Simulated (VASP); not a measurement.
# VASP 6.6.1 run: Cu$_{2}$O

INCAR

```
ISMEAR = -1
NELM = 85
LCHARG = .FALSE.
IBRION = -1
ALGO = Conjugate
ISIF = 2
EDIFF = 1E-7
GGA = PE
LREAL = .FALSE.
ENCUT = 520
NSW = 0
LWAVE = .FALSE.
LASPH = .TRUE.
SIGMA = 0.02
PREC = Low
NBANDS = 37
```

KPOINTS

```
KPOINTS created by Atomic Simulation Environment
0
Gamma
6 6 6
0 0 0
```

POSCAR

```
Cu O
 1.0000000000000000
     4.2460802981756025   -0.0000000000000000    0.0000000000000000
    -0.0000000000000000    4.2460802981756025   -0.0000000000000000
    -0.0000000000000000   -0.0000000000000000    4.2460802981756025
 Cu  O
   4   2
Cartesian
  1.0615200745439006  1.0615200745439006  3.1845602236317019
  3.1845602236317019  1.0615200745439006  1.0615200745439006
  1.0615200745439006  3.1845602236317019  1.0615200745439006
  3.1845602236317019  3.1845602236317019  3.1845602236317019
  2.1230401490878013  2.1230401490878013  2.1230401490878013
 -0.0000000000000000  0.0000000000000000  0.0000000000000000
```

The recommended PBE PAW datasets give the neutral cell 56 valence electrons.

Command

```
mpirun -np 1 vasp_std
```

OSZICAR

```
N       E                     dE             d eps       ncg     rms           ort
DAV:   1     0.538657892648E+03    0.53866E+03   -0.27086E+04   740   0.261E+03
DAV:   2     0.580261993777E+02   -0.48063E+03   -0.45664E+03   740   0.451E+02
DAV:   3    -0.282885472663E+02   -0.86315E+02   -0.82240E+02   740   0.213E+02
DAV:   4    -0.333376398548E+02   -0.50491E+01   -0.49838E+01   740   0.584E+01
DAV:   5    -0.333902996246E+02   -0.52660E-01   -0.52643E-01   740   0.713E+00
SDA:   6    -0.455997363533E+01    0.28830E+02   -0.52643E-01   740   0.266E+03   0.000E+00
CGA:   7    -0.222436314163E+02   -0.17684E+02   -0.19664E+02   740   0.228E+02  -0.196E+02
CGA:   8    -0.260313297566E+02   -0.37877E+01   -0.37831E+01   740   0.362E+01  -0.240E+00
CGA:   9    -0.270006981168E+02   -0.96937E+00   -0.95853E+00   740   0.626E+00   0.109E+00
CGA:  10    -0.272071243563E+02   -0.20643E+00   -0.20562E+00   740   0.123E+00   0.566E-02
CGA:  11    -0.272347192918E+02   -0.27595E-01   -0.27589E-01   740   0.573E-01   0.271E-03
CGA:  12    -0.272429925612E+02   -0.82733E-02   -0.82738E-02   740   0.135E-01   0.527E-04
CGA:  13    -0.272465079646E+02   -0.35154E-02   -0.35153E-02   740   0.140E-02   0.332E-05
CGA:  14    -0.272469366565E+02   -0.42869E-03   -0.42834E-03   740   0.349E-03   0.356E-05
CGA:  15    -0.272470024339E+02   -0.65777E-04   -0.65676E-04   740   0.193E-03  -0.340E-05
CGA:  16    -0.272470432060E+02   -0.40772E-04   -0.40769E-04   740   0.244E-04  -0.238E-05
CGA:  17    -0.272470520554E+02   -0.88493E-05   -0.90294E-05   740   0.540E-05  -0.113E-05
CGA:  18    -0.272470531539E+02   -0.10985E-05   -0.11037E-05   740   0.295E-05   0.302E-06
CGA:  19    -0.272470537934E+02   -0.63956E-06   -0.64241E-06   740   0.462E-06   0.117E-06
CGA:  20    -0.272470539700E+02   -0.17650E-06   -0.17249E-06   740   0.148E-06   0.231E-07
SDA:  21    -0.272470540144E+02   -0.44433E-07   -0.49075E-07   740   0.178E-06  -0.537E-07
   1 F= -.27247054E+02 E0= -.27247054E+02  d E =-.825800E-08
```

From OUTCAR

```
k-points           NKPTS =     20   k-points in BZ     NKDIM =     20   number of bands    NBANDS=     37

   NELECT =      56.0000    total number of electrons

   dimension x,y,z NGX =    24 NGY =   24 NGZ =   24
   dimension x,y,z NGXF=    28 NGYF=   28 NGZF=   28

  energy-cutoff  :      520.00
  volume of cell :       76.55
      direct lattice vectors                 reciprocal lattice vectors
     4.246080298  0.000000000  0.000000000     0.235511326  0.000000000  0.000000000
     0.000000000  4.246080298  0.000000000     0.000000000  0.235511326  0.000000000
     0.000000000  0.000000000  4.246080298     0.000000000  0.000000000  0.235511326

 k-points in reciprocal lattice and weights: KPOINTS created by Atomic Simulation Env
   0.00000000  0.00000000  0.00000000       0.005
   0.16666667  0.00000000  0.00000000       0.028
   0.33333333  0.00000000  0.00000000       0.028
   0.50000000  0.00000000  0.00000000       0.014
   0.16666667  0.16666667  0.00000000       0.056
   0.33333333  0.16666667  0.00000000       0.111
   0.50000000  0.16666667  0.00000000       0.056
   0.33333333  0.33333333  0.00000000       0.056
   ...

 E-fermi :   5.1798

 k-point     1 :       0.0000    0.0000    0.0000
  band No.  band energies     occupation
      1     -15.3564      2.00000
      2     -14.5989      2.00000
      3      -2.4464      2.00000
      4      -2.4464      2.00000
      5      -2.4464      2.00000
      6      -0.0395      2.00000
      7       0.0228      2.00000
      8       0.0228      2.00000
      9       0.0228      2.00000
     10       1.8154      2.00000
     11       1.8154      2.00000
     12       1.9467      2.00000
     13       1.9467      2.00000
     14       1.9467      2.00000
     15       2.8338      2.00000
     16       2.8338      2.00000
     17       2.9511      2.00000
     18       2.9511      2.00000
     19       2.9511      2.00000
     20       3.0962      2.00000
     21       3.0962      2.00000
     22       3.0962      2.00000
     23       3.2890      2.00000
     24       3.2890      2.00000
     25       3.2890      2.00000
     26       4.8862      2.00000
     27       4.8862      2.00000
     28       4.8862      2.00000
     29       5.4482      0.00000
     30       6.1047      0.00000
     31       6.1047      0.00000
     32      12.8983      0.00000
     33      12.8983      0.00000
     34      12.8987      0.00000
     35      14.2437      0.00000
     36      14.2437      0.00000
     37      14.3043      0.00000

 ...

  Total        2.5612991      2.5612991      2.5612991      0.0000000      0.0000000     -0.0000000
  in kB       53.6051188     53.6051188     53.6051188      0.0000000      0.0000000     -0.0000000
  external PRESSURE =      53.6051188 kB  Pullay stress =       0.0000000 kB

 POSITION                                       TOTAL-FORCE (eV/Angst)
 -----------------------------------------------------------------------------------
      1.06152      1.06152      3.18456         0.000000     -0.000000      0.000000
      3.18456      1.06152      1.06152        -0.000000      0.000000      0.000000
      1.06152      3.18456      1.06152        -0.000000      0.000000      0.000000
      3.18456      3.18456      3.18456         0.000000     -0.000000     -0.000000
      2.12304      2.12304      2.12304         0.000000     -0.000000     -0.000000
      0.00000      0.00000      0.00000         0.000000     -0.000000      0.000000
 -----------------------------------------------------------------------------------
    total drift:                                0.000000      0.000000      0.000000

  FREE ENERGIE OF THE ION-ELECTRON SYSTEM (eV)
  ---------------------------------------------------
  free  energy   TOTEN  =       -27.2470540144 eV

  energy  without entropy=      -27.2470540061  energy(sigma->0) =      -27.24705401
```

It converged. Results: gap between bands v and c on the k mesh 0.56 eV; least direct gap on the k mesh 0.56 eV; pressure 5.4 GPa. Band v is the last that the valence electrons fill when counted band by band, and c is the next.

For comparison, a separate PBE run of the intended cell, on usual settings and not on those above, gives a gap of 0.56 eV on its mesh and a pressure of 5.3 GPa.

The run above took about 36 s on one core of a shared host (Intel Xeon Platinum 8488C) and held 0.19 GiB at most.
